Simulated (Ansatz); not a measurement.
# Zn: strong compression

One table from this session's results is given with a row withheld; the runs are named, their logs left out.

Computed with Ansatz 0.2.0 (DFT PBEsol, with the methods named in each step, unless a step's input says otherwise).

## The structure to begin with

The structure is cubic, space group Pm-3m (No. 221). The conventional cell has a = 2.482 Å, b = 2.482 Å, c = 2.482 Å, α = 90.00°, β = 90.00°, γ = 90.00°. Zn (site symmetry m-3m) is surrounded by 6 Zn at 2.48 Å.

Coordinates:

```xyz
1
Lattice="2.4817 0.0000 0.0000 0.0000 2.4817 0.0000 0.0000 0.0000 2.4817" Properties=species:S:1:pos:R:3 pbc="T T T"
Zn    0.0000    0.0000    0.0000
```

Whether this phase is the stable one at these pressures isn't tested.

The first run:

File input.yaml:

```yaml
crystal:
  lattice:
    - [2.4817465152, 0.0, 0.0]
    - [0.0, 2.4817465152, 0.0]
    - [0.0, 0.0, 2.4817465152]
  atoms:
    - { symbol: Zn, position: [0.0, 0.0, 0.0] }
kpoints:
  mp_grid: { grid: [17, 17, 17] }
scf:
  occupations: { method: fermi_dirac, width: 0.05 }
hamiltonian:
  xc: pbesol
  pseudopotentials: { kind: paw }
output:
  forces: true
  stress: true
  write_density: true
  write_potential: true
  elf: true
  volumetric_format: npy
relax:
  f_tol: 0.005
  max_steps: 40
  cell: {}
```

The run is started by

```
ansatz run input.yaml --threads 1 --pin off --max-ram 2048MiB --backend cpu --events-out ev --progress --plain --runs-dir out
```

Steps of the session up to this table: Cell relaxed at zero pressure, PAW; Volume scaled by 1, PAW; Volume scaled by 0.9, PAW; Volume scaled by 0.8, PAW; Volume scaled by 0.7, PAW; Volume scaled by 0.6, PAW; Volume scaled by 0.5, PAW; Volume scaled by 0.5, PAW (source ansatz); Volume scaled by 0.4, PAW; Volume scaled by 0.4, PAW (cutoff 300 eV).

One of the session's tables, all rows but one given; the rest of the session is left out.

| method | volume over the first | volume (Å³/atom) | pressure (GPa) |
| --- | --- | --- | --- |
| PAW | 1 | 16.861 | -0.01 |
| PAW | 0.9 | 15.175 | 8.44 |
| PAW | 0.8 | ? | ? |
| PAW | 0.7 | 11.803 | 53.27 |
| PAW | 0.6 | 10.117 | 111.42 |
| PAW | 0.5 | 8.431 | 235.18 |
| PAW | 0.4 | 6.745 | 530.00 |
| PAW (cutoff 300 eV) | 0.4 | 6.745 | 545.59 |
| PAW (source ansatz) | 0.5 | 8.431 | 235.57 |

Q: Estimate the row for PAW, 0.8 from the others.

**Answer.** volume (Å³/atom): 13.489; pressure (GPa): 23.94. In the column «volume (Å³/atom)» it lies between PAW, 0.7 (11.803) and PAW, 0.9 (15.175).

To keep in mind: Warnings in the runs' records: cutoff below recommended.
